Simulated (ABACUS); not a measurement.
Crystal: Al.

```
CELL_PARAMETERS angstrom
-2.02481 0.00000 2.02481
0.00000 2.02481 2.02481
-2.02481 2.02481 0.00000
ATOMIC_POSITIONS crystal
Al 0.00000 0.00000 0.00000
```

- Program: ABACUS 3.10.1
- Task: relaxation of cell and atoms
- Functional: TM
- Potentials or basis: SG15 ONCV 1.2 PBE
- Cutoff: 939 eV
- Density cutoff: 3755 eV
- Basis: plane waves
- k mesh: 7 × 7 × 7
- Occupations: fermi-dirac, width 0.05 eV
- Spin: no spin polarisation

At the start: pressure -8.0 GPa; volume 16.60 Å³/atom.

Task: Where does the relaxation end?

Result: Over 3 steps the energy falls by 35.4 meV/atom and the volume is 15.28 Å³/atom (-8.0 %); space group Fm-3m (No. 225, to 0.05 Å).

The path:
| step | energy change (eV) | largest force (eV/Å) | pressure (GPa) | volume (Å³) |
| --- | --- | --- | --- | --- |
| 1 | 0.0000 | 0.0000 | -7.98 | 16.60 |
| 2 | -0.0250 | 0.0000 | 5.35 | 14.63 |
| 3 | -0.0354 | 0.0000 | 0.00 | 15.28 |

Final structure:
```yaml
crystal:
  lattice:
    - [-1.96941, 0.00000, 1.96941]
    - [0.00000, 1.96941, 1.96941]
    - [-1.96941, 1.96941, 0.00000]
  atoms:
    - { symbol: Al, position: [0.00000, 0.00000, 0.00000] }
```

Caveat: the k mesh is coarse (spacing up to 0.38 Å⁻¹), so the values aren't converged; the potentials were made for another functional, which shifts forces and pressure.
